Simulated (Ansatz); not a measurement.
# GaP: the cost of one run

Computed with Ansatz 0.2.0 (DFT PBE, scalar-relativistic, plane waves, PAW, unless a step's input says otherwise).

2 further runs of the same task are left out: 2 set aside as unsound or not needed.

**1. The structure to begin with**

It takes space group F-43m (No. 216, cubic). Conventional cell: a = 5.505 Å, b = 5.505 Å, c = 5.505 Å, α = 90.00°, β = 90.00°, γ = 90.00°. Around Ga (site symmetry -43m) lie 4 P at 2.38 Å. P (site symmetry -43m) is surrounded by 4 Ga at 2.38 Å.

Coordinates:

```cif
data_structure
_symmetry_space_group_name_H-M 'F-43m'
_symmetry_Int_Tables_number 216
_cell_length_a 5.5051
_cell_length_b 5.5051
_cell_length_c 5.5051
_cell_angle_alpha 90.000
_cell_angle_beta 90.000
_cell_angle_gamma 90.000
_cell_volume 166.84
loop_
_atom_site_label
_atom_site_type_symbol
_atom_site_symmetry_multiplicity
_atom_site_Wyckoff_symbol
_atom_site_fract_x
_atom_site_fract_y
_atom_site_fract_z
_atom_site_occupancy
Ga1 Ga 4 a 0.00000 0.00000 0.00000 1
P1 P 4 d 0.25000 0.25000 0.75000 1
```

It goes back to an entry of the Materials Project.

It is the result of an earlier relaxation at this level (volume 20.85 Å³/atom; gap on the mesh: 1.58 eV).

The host's static dielectric tensor, from an earlier linear-response run, has a mean of 12.85.

**2. The perfect supercell**

input.yaml

```yaml
crystal:
  lattice:
    - [5.5051169748, 5.5051169748, -5.5051169748]
    - [-5.5051169748, -5.5051169748, -5.5051169748]
    - [-5.5051169748, 5.5051169748, 5.5051169748]
  atoms:
    - { symbol: Ga, position: [0.25, 0.5, 0.25] }
    - { symbol: Ga, position: [0.5, 0.25, 0.25] }
    - { symbol: Ga, position: [0.75, 0.0, 0.25] }
    - { symbol: Ga, position: [0.75, 0.5, 0.75] }
    - { symbol: Ga, position: [0.0, 0.5, 0.5] }
    - { symbol: Ga, position: [0.25, 0.25, 0.5] }
    - { symbol: Ga, position: [0.5, 0.0, 0.5] }
    - { symbol: Ga, position: [0.75, 0.75, 0.5] }
    - { symbol: Ga, position: [1.0, 0.75, 0.25] }
    - { symbol: Ga, position: [0.5, 0.5, 0.0] }
    - { symbol: Ga, position: [0.75, 0.25, 0.0] }
    - { symbol: Ga, position: [0.0, 0.25, 0.75] }
    - { symbol: Ga, position: [0.25, 1.0, 0.75] }
    - { symbol: Ga, position: [0.5, 0.75, 0.75] }
    - { symbol: Ga, position: [0.0, 0.0, 0.0] }
    - { symbol: Ga, position: [0.25, 0.75, 0.0] }
    - { symbol: P, position: [0.25, 0.5, 0.0] }
    - { symbol: P, position: [0.5, 0.25, 0.0] }
    - { symbol: P, position: [0.75, 0.0, 0.0] }
    - { symbol: P, position: [0.75, 0.5, 0.5] }
    - { symbol: P, position: [0.0, 0.5, 0.25] }
    - { symbol: P, position: [0.25, 0.25, 0.25] }
    - { symbol: P, position: [0.5, 0.0, 0.25] }
    - { symbol: P, position: [0.75, 0.75, 0.25] }
    - { symbol: P, position: [0.0, 0.75, 0.0] }
    - { symbol: P, position: [0.5, 0.5, 0.75] }
    - { symbol: P, position: [0.75, 0.25, 0.75] }
    - { symbol: P, position: [0.0, 0.25, 0.5] }
    - { symbol: P, position: [0.25, 0.0, 0.5] }
    - { symbol: P, position: [0.5, 0.75, 0.5] }
    - { symbol: P, position: [0.0, 0.0, 0.75] }
    - { symbol: P, position: [0.25, 0.75, 0.75] }
basis:
  ecutwfc: 420
  xc_grid: 2
kpoints:
  mp_grid: { grid: [2, 2, 2], shift: [0.5, 0.5, 0.5] }
hamiltonian:
  xc: pbe
scf:
  occupations: { method: gaussian, width: 0.01 }
output:
  forces: true
  stress: true
  eigenvalues: true
  write_density: true
  write_potential: true
  elf: true
  volumetric_format: npy
```

Command:

```sh
ansatz run input.yaml --threads 4 --pin off --max-ram 6144MiB --backend cpu --events-out ev --progress --plain --runs-dir out
```

Q: Estimate wall time and peak memory on 4 threads of Arm Neoverse V1, shared host.

About 12 s, with a peak of 1.4 GiB.
